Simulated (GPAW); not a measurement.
TaN, 4 atoms in the cell. The typed cell holds 4 atoms: a = 2.922 Å, b = 2.922 Å, c = 5.917 Å, α = 90.00°, β = 90.00°, γ = 120.00°. The cell comes from a database or a generator and needn't be the stable form of this composition. The cell isn't the ideal one: atoms moved at random, drawn with an rms of 0.05 Å.

| Item | Value |
| --- | --- |
| Program | GPAW 26.7.0 |
| Task | single point |
| Functional | PBE |
| Potentials or basis | GPAW PAW data sets (gpaw-data 1.2.1) |
| Cutoff | 800 eV |
| Basis | pw |
| k mesh | 10 × 10 × 5 |
| Occupations | fermi-dirac, width 0.05 eV |
| Spin | no spin polarisation |
| Maxiter | 150 |

Potentials or basis: GPAW PAW data sets (gpaw-data 1.2.1), pw.

The run is started by

```bash
$ OMP_NUM_THREADS=1 python run.py
```

Hardware: 1 thread of Arm Neoverse V1 (shared host).

Q: Estimate the wall time of this run.

A: Wall time 6.7 min on 1 thread of Arm Neoverse V1, on a shared host, peak memory 0.6 GiB. Counts: scf iterations 12, plane waves 2271, bands 34, k points 252.
